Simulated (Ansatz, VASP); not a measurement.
**MgO (scan) in VASP and in Ansatz**

Contents of POSCAR:

```
MgO
1.0
    0.0000000000      2.1085000000      2.1085000000
    2.1085000000      0.0000000000      2.1085000000
    2.1085000000      2.1085000000      0.0000000000
Mg O
1 1
Direct
    0.0000000000      0.0000000000      0.0000000000
    0.5000000000      0.5000000000      0.5000000000
```

File INCAR.step1:

```
SYSTEM = MgO
ALGO = Normal
EDIFF = 1E-4
ENCUT = 600
GGA = PE
ISMEAR = 0
LASPH = .TRUE.
LCHARG = .FALSE.
LREAL = .FALSE.
LWAVE = .TRUE.
NELM = 60
PREC = Accurate
SIGMA = 0.02
```

The input INCAR.step2:

```
SYSTEM = MgO
ALGO = Normal
EDIFF = 1E-7
EDIFFG = -0.002
ENCUT = 600
IBRION = 2
ISIF = 3
ISMEAR = 0
ISTART = 1
LASPH = .TRUE.
LCHARG = .FALSE.
LMIXTAU = .TRUE.
LREAL = .FALSE.
LWAVE = .FALSE.
METAGGA = R2SCAN
NELM = 60
NSW = 100
PREC = Accurate
SIGMA = 0.02
```

The input KPOINTS:

```
k-points
0
G
  10 10 10
  0 0 0
```

Input for Ansatz:

```yaml
crystal:
  lattice:
    - [0.0, 2.1085, 2.1085]
    - [2.1085, 0.0, 2.1085]
    - [2.1085, 2.1085, 0.0]
  atoms:
    - { symbol: Mg, position: [0.0, 0.0, 0.0] }
    - { symbol: O, position: [0.5, 0.5, 0.5] }
basis:
  ecutwfc: 500
kpoints:
  mp_grid: { grid: [10, 10, 10] }
hamiltonian:
  xc: r2scan
scf:
  occupations: { method: gaussian, width: 0.02 }
output:
  forces: true
  stress: true
  eigenvalues: true
  write_density: true
  write_potential: true
  elf: true
  volumetric_format: npy
relax:
  adjacent_minimum: "off"
  f_tol: 0.002
  max_steps: 80
  cell: { stress_tol: 0.02 }
```

Alike in both runs: task relaxation of cell and atoms; functional r2SCAN; k mesh 10 × 10 × 10; occupations gaussian, width 0.02 eV; no spin polarisation.

|  | VASP | Ansatz |
| --- | --- | --- |
| version | VASP 6.6.1 | Ansatz 0.2.0 |
| potentials or method | VASP PAW PBE potentials, release 64 (Mg, O) | scalar-relativistic, plane waves, PAW |
| plane-wave cutoff (eV) | 600 | 500 |
| valence electrons in the cell | 8 | 16 |

Ansatz gave:

- gap on the k mesh at the Fermi level, each at its own relaxed structure (eV): 5.68
- relaxed volume (Å³/atom): 9.29
- relaxed cell length with the largest relative difference (Å): 2.973
- energy change over the relaxation (meV/atom): 0

Task: Which values does VASP return?

Result: gap on the k mesh at the Fermi level, each at its own relaxed structure (eV): 5.75; relaxed volume (Å³/atom): 9.21; relaxed cell length with the largest relative difference (Å): 2.965; energy change over the relaxation (meV/atom): -1.

The two sets of potentials don't hold the same shells in valence.

Caveats: the PAW data sets were made with another functional, which shifts forces and pressure a little (VASP). r2SCAN opens gaps a little over a GGA but as a rule still falls short of measured ones.
